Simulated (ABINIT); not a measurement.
W:

```
CELL_PARAMETERS angstrom
-1.58234 1.58234 1.58234
1.58234 -1.58234 1.58234
1.58234 1.58234 -1.58234
ATOMIC_POSITIONS crystal
W 0.00000 0.00000 0.00000
```

Base run:

```yaml
Program: ABINIT 10.8.3 (patched build)
Functional: r2SCAN
Potentials_or_basis: JTH PAW PBE v2.0
Cutoff: 517 eV
k_mesh: 12 × 12 × 12
Occupations: fermi-dirac, width 0.05 eV
Spin: no spin polarisation
```

Its results: band gap on the k mesh none (metal or under the smearing width); pressure 2.6 GPa.

Question: After a change of settings the same cell gave: band gap on the k mesh none (metal or under the smearing width); pressure 1.8 GPa. Which change was it?
A. functional from r2SCAN to BP86; cutoff from 517 eV to 435 eV; fine-grid cutoff from 1034.03 eV to 870.764 eV
B. functional from r2SCAN to SOGGA; cutoff from 517 eV to 435 eV; fine-grid cutoff from 1034.03 eV to 870.764 eV
C. k mesh from 12 × 12 × 12 to 5 × 5 × 5
D. functional from r2SCAN to WC; cutoff from 517 eV to 435 eV; fine-grid cutoff from 1034.03 eV to 870.764 eV

Answer: C.

Caveats: some runs use coarse meshes; the PAW data sets were made with another functional, which shifts forces and pressure a little; spin-orbit coupling is left out, which moves the levels of the heavy elements (some runs).

The runs don't all hold the same shells in valence.
